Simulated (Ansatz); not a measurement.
Consider the following.

ZrO$_{2}$:
```cif
data_O4Zr2
_chemical_formula_sum 'Zr2 O4'
_space_group_name_H-M_alt 'P 1'
_space_group_IT_number 1
_cell_length_a 3.58448
_cell_length_b 3.58448
_cell_length_c 5.17724
_cell_angle_alpha 90.000
_cell_angle_beta 90.000
_cell_angle_gamma 90.000
loop_
_space_group_symop_operation_xyz
  'x, y, z'
loop_
_atom_site_label
_atom_site_type_symbol
_atom_site_fract_x
_atom_site_fract_y
_atom_site_fract_z
_atom_site_occupancy
Zr1 Zr 0.00000 0.00000 0.00000 1
Zr2 Zr 0.50000 0.50000 0.50000 1
O1 O 0.00000 0.50000 0.20147 1
O2 O 0.00000 0.50000 0.70147 1
O3 O 0.50000 0.00000 0.29853 1
O4 O 0.50000 0.00000 0.79853 1
```

This is the PBEsol-relaxed structure.

Task: All from DFT-PBEsol in the program Ansatz with PAW potentials, unless another level is named. Predict the formation energy from the elements (no fitted shifts).

Result: -3.45 eV/atom.

Task: Give the hole effective mass with spin–orbit coupling.

Result: 0.69, 2.3, 10 mₑ (principal values).

Task: Predict the HSE06 gap on the PBEsol cell.

Result: 5.73 eV.

Task: And the weight of the valence-edge state by species (Voronoi cells)?

Result: O 95 %, Zr 5 %.

Space group P4_2/nmc. This is a known high-temperature phase of the composition, computed here at zero pressure and temperature. Symmetry was held in the PBEsol relaxation; its stability against distortions is not shown here. No spin polarisation was allowed. The references are the lowest solids computed at this level, not always the standard phases (solids in place of the gases). Spin–orbit coupling is left out wherever it is not named.

Potentials: the later of the program's two PAW sets.
